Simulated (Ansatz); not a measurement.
# LiH: the band gap up the ladder of functionals

An exercise on one series of results from a longer session: the logs are not shown, and one member is left open.

Program: Ansatz 0.2.0. PAW datasets, plane waves. Values at 0 K without nuclear motion; spin polarisation is off, and the phase may be a hypothetical one.

## The cell

The cell was relaxed beforehand with r2SCAN.

It is cubic, F-43m (No. 216); a = 4.290 Å in the conventional setting, 9.87 Å³ an atom. Near Li stand 4 H at 1.86 Å; near H stand 4 Li at 1.86 Å.

Coordinates:

```
Li H
1.0
     0.00000    2.14512    2.14512
     2.14512    0.00000    2.14512
     2.14512    2.14512    0.00000
Li H
1 1
Direct
  0.00000 0.00000 0.00000
  0.25000 0.25000 0.25000
```

Set-up of the first run:

File input.yaml:

```yaml
crystal:
  lattice:
    - [0.0, 2.1451220264, 2.1451220264]
    - [2.1451220264, 0.0, 2.1451220264]
    - [2.1451220264, 2.1451220264, 0.0]
  atoms:
    - { symbol: Li, position: [0.0, 0.0, 0.0] }
    - { symbol: H, position: [0.25, 0.25, 0.25] }
kpoints:
  mp_grid: { grid: [10, 10, 10] }
  band_path:
    path:
      - [[0.0, 0.0, 0.0], [-0.5, -0.5, 1.0213917657e-33], [-0.375, -0.375, 0.25]]
      - [[-0.375, -2.032304024686e-17, 0.375], [0.0, 0.0, 0.0], [-9.141047881853e-19, -9.141047881853e-19, 0.5], [-0.5, -0.25, 0.25], [-0.5, -0.5, 1.0213917657e-33]]
    npoints: 10
hamiltonian:
  xc: pbe
scf:
  occupations: { method: fermi_dirac, width: 0.02 }
  n_extra_bands: 4
output:
  forces: true
  stress: true
  eigenvalues: true
  write_density: true
  write_potential: true
  elf: true
  volumetric_format: npy
```

Run with:

```
$ ansatz run input.yaml --threads 2 --pin off --max-ram 2211MiB --backend cpu --events-out ev --progress --plain --runs-dir out
```

Steps of the session up to this table: PBE band path; Single point with r2SCAN; HSE06; PBE0 at the same geometry; LDA at the same geometry; G0W0 on PBE; DDH-PBE0; r2SCAN0 at the same geometry; Single point with Hartree-Fock.

One of the session's tables, all rows but one given; the rest of the session is left out.

| level | gap (eV) |
| --- | --- |
| PBE | 4.20 |
| r2SCAN | 4.72 |
| HSE06 | 5.25 |
| PBE0 | 5.97 |
| LDA | 3.93 |
| G0W0@PBE (58 empty bands) | 6.28 |
| G0W0@PBE (146 empty bands) | ? |
| DDH-PBE0 | 6.39 |
| r2SCAN0 | 6.31 |
| Hartree-Fock | 12.18 |

Estimate the missing values for G0W0@PBE (146 empty bands).

**Answer.** gap (eV): 6.37. In the column «gap (eV)» it lies between r2SCAN0 (6.31) and DDH-PBE0 (6.39).

Meshes: PBE 10×10×10, r2SCAN 10×10×10, HSE06 8×8×8, PBE0 8×8×8, LDA 10×10×10, DDH-PBE0 8×8×8, r2SCAN0 8×8×8, Hartree-Fock 8×8×8

LDA gives the least gap, 3.93 eV, and Hartree-Fock the largest, 12.18 eV. Against G0W0@PBE, PBE is short by 2.17 eV, at 66 % of it, and r2SCAN 74 %. PBE0 lies 0.72 eV above HSE06, which differs from it by screening the long-range exchange. Hartree-Fock lies above G0W0@PBE by 5.8 eV. No extrapolation in bands, cutoff or mesh was made for G0W0.

To keep in mind: Warnings in the runs' records: stress exchange threshold loose, stress scf threshold loose.
